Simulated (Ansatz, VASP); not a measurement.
**InP: VASP beside Ansatz**

```
In P
1.0
     0.00000    3.00666    2.89435
     3.00666    0.00000    2.89435
     3.00666    3.00666    0.00000
In P
1 1
Direct
  0.00000 0.00000 0.00000
  0.25000 0.25000 0.25000
```

Change from the starting cell: epitaxial_xy strain +1.8%.

Alike in both runs: task single point; functional PBE; k mesh 8 × 8 × 8; occupations fermi-dirac, width 0.02 eV; no spin polarisation.

```csv
,VASP,Ansatz
version,VASP 6.6.1,Ansatz 0.2.0
potentials or method,"VASP PAW PBE potentials, release 64 (In_d, P)","plane waves, PAW"
plane-wave cutoff (eV),520,420
valence electrons in the cell,18,18
```

|  | VASP | Ansatz | Ansatz less VASP |
| --- | --- | --- | --- |
| pressure (GPa) | 0.6 | 0.6 | +0.05 |
| largest component of the traceless stress (GPa) | 0.97 | 0.96 | -0.001 |
